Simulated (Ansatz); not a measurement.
I:

```
I
1.0
     0.00000    2.36560    3.90984
     2.19225    0.00000    3.90984
     2.19225    2.36560    0.00000
I
1
Direct
  0.00000 0.00000 0.00000
```

Base run:

```yaml
Program: Ansatz 0.2.0
Functional: r2SCAN
Potentials_or_basis: Ansatz PAW
Cutoff: 500 eV
Density_cutoff: 2000 eV
k_mesh: 9 × 9 × 9
Occupations: fermi-dirac, width 0.05 eV
Spin: no spin polarisation
```

Its results: band gap on the k mesh none (metal or under the smearing width); pressure 0.0 GPa.

Task: After a change of settings the same cell gave: band gap on the k mesh none (metal or under the smearing width); pressure -2.3 GPa. Which change was it?
A. functional from r2SCAN to BLYP; cutoff from 500 eV to 420 eV; density cutoff from 2000 eV to 1680 eV
B. functional from r2SCAN to PBEsol; cutoff from 500 eV to 420 eV; density cutoff from 2000 eV to 1680 eV; k mesh from 9 × 9 × 9 to 8 × 8 × 8
C. functional from r2SCAN to PBEsol; cutoff from 500 eV to 420 eV; density cutoff from 2000 eV to 1680 eV; k mesh from 9 × 9 × 9 to 5 × 5 × 5
D. functional from r2SCAN to LDA; cutoff from 500 eV to 420 eV; density cutoff from 2000 eV to 1680 eV

Result: D.

Caveats: an odd number of electrons without spin polarisation forces a metal; a magnetic or distorted state may lie lower; the PAW data sets come from PBE, with cores solved anew for the run's functional, which leaves a small shift of forces and pressure.

Not every run made on this cell is shown here.
